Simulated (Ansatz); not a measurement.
Input and command of a calculation in Ansatz (plane waves; scalar-relativistic PAW potentials unless the input names others):

```yaml
crystal:
  lattice:
    - [2.59677952, 0.0, 0.0]
    - [-1.29838976, 2.24887703, 0.0]
    - [0.0, 0.0, 4.15737792]
  atoms:
    - { symbol: Zr, position: [0.0, 0.0, 0.0] }
    - { symbol: Se, position: [0.3333333333, 0.6666666667, 0.2701979557] }
    - { symbol: Se, position: [0.6666666667, 0.3333333333, 0.7298020443] }
basis:
  ecutwfc: 420
kpoints:
  mp_grid: { grid: [15, 15, 8] }
hamiltonian:
  xc: pbe
  dispersion: d3bj
scf:
  occupations: { method: gaussian, width: 0.1 }
  max_iter: 75
output:
  forces: true
  eigenvalues: true
  stress: true
```

```bash
ansatz run input.yaml --threads 1 --pin off --max-ram 2560MiB --backend cpu --events-out ev --progress --plain --runs-dir out
```

Abridged log:
```
Basis set: ecut = 420 eV, 463 PW (Γ), exchange–correlation on 36×36×60 points (8 copies of the dense FFT grid, shifted against one another)
Bands: 27, of which v1, the nominal top of the filled ones, is band 22 counted from 1 (21 counted from 0)
Symmetry: 12 space group operations
k-points: 192 of 1800
SCF iter   1: F=—  HF=-15082.937432 eV  |F-HF|=—  |Δ(HF+E_count)|=         —  Δρ=1.75e-1  dr2=6.66e0  ethr=1.77e-3  ⟨swp⟩=6.1  Hψ=24293  notcnv=0
SCF iter   2: F=—  HF=-15082.308614 eV  |F-HF|=—  |Δ(HF+E_count)|=   6.29e-1  Δρ=1.14e-1  dr2=3.40e0  ethr=1.77e-3  ⟨swp⟩=3.0  Hψ=9089  notcnv=0  defer=163
SCF iter   3: F=—  HF=-15081.452840 eV  |F-HF|=—  |Δ(HF+E_count)|=   8.56e-1  Δρ=1.46e-2  dr2=1.12e-1  ethr=1.77e-3  ⟨swp⟩=5.1  Hψ=13633  notcnv=0  defer=163
SCF iter   4: F=—  HF=-15081.430100 eV  |F-HF|=—  |Δ(HF+E_count)|=   2.27e-2  Δρ=3.76e-3  dr2=4.91e-3  ethr=2.54e-4  ⟨swp⟩=3.2  Hψ=11306  notcnv=0  defer=158
SCF iter   5: F=—  HF=-15081.430125 eV  |F-HF|=—  |Δ(HF+E_count)|=   2.47e-5  Δρ=1.13e-3  dr2=1.45e-4  ethr=1.12e-5  ⟨swp⟩=2.9  Hψ=10002  notcnv=0  defer=159
SCF iter   6: F=—  HF=-15081.430236 eV  |F-HF|=—  |Δ(HF+E_count)|=   1.11e-4  Δρ=2.09e-4  dr2=4.14e-6  ethr=3.30e-7  ⟨swp⟩=2.4  Hψ=8907  notcnv=0  defer=159
SCF iter   7: F=—  HF=-15081.430240 eV  |F-HF|=—  |Δ(HF+E_count)|=   3.73e-6  Δρ=3.13e-5  dr2=3.12e-7  ethr=9.42e-9  ⟨swp⟩=2.0  Hψ=9123  notcnv=0  defer=159
SCF iter   8: F=-15081.430240 eV  HF=-15081.430240 eV  |F-HF|=4.90e-9  |Δ(HF+E_count)|=   1.79e-7  Δρ=6.08e-6  dr2=5.31e-9  ethr=2.27e-10  ⟨swp⟩=11.5  Hψ=31006  notcnv=0
SCF 1 converged in 8 iterations: F = -15081.430240 eV  dr2 = 5.31e-9
SCF converged after 8 iterations
Free energy (F): -15081.430240 eV
Harris-Foulkes:  -15081.430240 eV  (|F-HF|=4.90e-9)
Internal energy: -15081.427583 eV  (E = F + TS)
E sigma→0 (E₀):  -15081.428911 eV
Entropy (-TS):   -0.002657 eV (-0.886 meV/atom)
Fermi energy:    37.641487 eV
  E_disp       = -3.755754  (pairwise vdW)
--- Forces (eV/Å), atoms counted from 1 ---
  atom   1  Zr     0.00000000     0.00000000     0.00000000
  atom   2  Se     0.00000000     0.00000000    37.73327864
  atom   3  Se     0.00000000     0.00000000   -37.73327864
--- Stress (GPa, compression-positive) ---
      751.033308       0.000000       0.000000
        0.000000     751.033308       0.000000
        0.000000       0.000000     771.816953
  P = ⅓ Tr σ = 757.9612 GPa (7579.612 kbar)
```

Task: The run was meant for a cell not far from equilibrium. What is wrong with this input?

Result: The fault is a lattice far too small (lattice vectors times 0.700). Setting it back cures it. The run converged all the same, with an energy at zero smearing 15.3 eV/atom above the reference's, pressure 757.96 GPa, largest force 37.733 eV/Å, no gap on the mesh, so convergence alone doesn't show that an input is right. A reference run of the cell with lattice vectors 3.7097 0.0000 0.0000; -1.8548 3.2127 0.0000; 0.0000 0.0000 5.9391 Å and the atoms in their places converged, and the end of its own relaxation has pressure 1.09 GPa, largest force 0.004 eV/Å, no gap on the mesh (its cell was held, or driven to that pressure on purpose).

The run took 4.1 s on 1 thread of AMD EPYC 9R45 96-Core Processor (Zen 5) (shared host), peak memory 0.45 GiB.